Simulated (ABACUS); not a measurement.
Runs of ABACUS 3.10.1 on BP. Symmetry: F-43m, No. 216, cubic system. The conventional cell has a = 4.538 Å, b = 4.538 Å, c = 4.538 Å, α = 90.00°, β = 90.00°, γ = 90.00°. Around P (site symmetry -43m) lie 4 B at 1.97 Å. Around B (site symmetry -43m) lie 4 P at 1.97 Å. 

```tsv
task	level	potentials or basis	k mesh	cutoff (eV)	radial cutoff of the potentials (pseudo_rcut)	SCF threshold on the density	eigensolver	symmetry key	path	gap on the mesh (eV)	pressure (GPa)
single point	PBE	SG15 ONCV 1.2 PBE, TZDP LCAO (the cutoffs set its grid)	9 × 9 × 9	1361	10 bohr	1e-07	genelpa	1	-	1.30	0.7
single point	PBE	PseudoDojo NC SR 0.4.1 PBE standard, DZP LCAO (the cutoffs set its grid)	10 × 10 × 10	1361	10 bohr	1e-07	genelpa	1	-	(b)	(a)
single point	AM05	GBRV ultrasoft 1.5 PBE, plane waves	8 × 8 × 8	544	10 bohr	1e-08	dav	1	-	(c)	-2.3
single point	PBEsol	PseudoDojo NC SR 0.4.1 PBEsol standard, plane waves	10 × 10 × 10	1034	7 bohr	1e-08	dav	1	-	1.14	-1.9
```

Alike in all rows: no spin polarisation; cell as given; smearing fermi-dirac 0.05 eV.

Estimate the missing entries.

(a) 4.0; (b) 1.32; (c) 1.16.

Caveats: the atomic orbitals were generated for these runs and aren't a published set (some runs); the basis of atomic orbitals isn't converged, which shifts pressures, moduli and gaps (some runs); an odd mesh through Γ misses points on the zone boundary, where band edges often lie (some runs); the potentials were made for another functional, which shifts forces and pressure (some runs).

Not every run made on this cell is shown here.
